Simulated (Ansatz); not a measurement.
Kick test of a cell of P

The cell was found from a structure generator's guess, not taken from experiment.

Theory: DFT PBE, scalar-relativistic, plane waves, PAW in Ansatz 0.2.0. Plane waves to 420 eV, a k mesh through Γ of 6×6×6 on the computed 8-atom cell and Gaussian smearing (0.02 eV); no spin polarisation.

The cell below (8 atoms, space group I4_1/amd (No. 141)) is relaxed within its symmetry.

```yaml
crystal:
  lattice:
    - [-3.82434, 3.82434, 3.73551]
    - [3.82434, -3.82434, 3.73551]
    - [3.82434, 3.82434, -3.73551]
  atoms:
    - { symbol: P, position: [0.77360, 0.98121, 0.79239] }
    - { symbol: P, position: [0.18882, 0.98121, 0.20761] }
    - { symbol: P, position: [0.73121, 0.43882, 0.70761] }
    - { symbol: P, position: [0.73121, 0.02360, 0.29239] }
    - { symbol: P, position: [0.56118, 0.26879, 0.29239] }
    - { symbol: P, position: [0.97640, 0.26879, 0.70761] }
    - { symbol: P, position: [0.01879, 0.81118, 0.79239] }
    - { symbol: P, position: [0.01879, 0.22640, 0.20761] }
```

For the test it was strained at random (σ = 1.5 % a component), the atoms were moved at random (σ = 0.15 Å), and all was relaxed again on a coarse 4×4×4 mesh (in the run’s order of axes) with 0.10 eV smearing, with no symmetry imposed.

Q: Does it come back?

A: It doesn't return. The energy falls by 18 meV/atom on that mesh, the volume changes by -8.7 %, and the end has space group I-42d (No. 122) at a loose tolerance. Relaxed again on a 6×6×6 mesh with 0.02 eV smearing, the new structure lies 18 meV/atom below the first (mesh in the axes of the run's cell; the cell below is made exact in the group named). Space group I-42d (No. 122), tetragonal, a = 7.878 Å, c = 6.438 Å. Around P lie 3 P at 2.25–2.26 Å.

```
CELL_PARAMETERS angstrom
-3.93905 3.93905 3.21916
3.93905 -3.93905 3.21916
3.93905 3.93905 -3.21916
ATOMIC_POSITIONS crystal
P 0.27679 0.40717 0.75050
P 0.65667 0.52629 0.24950
P 0.27629 0.90667 0.74950
P 0.15717 0.52679 0.25050
P 0.09333 0.84283 0.36962
P 0.47321 0.72371 0.63038
P 0.59283 0.34333 0.86962
P 0.47371 0.72321 0.13038
```
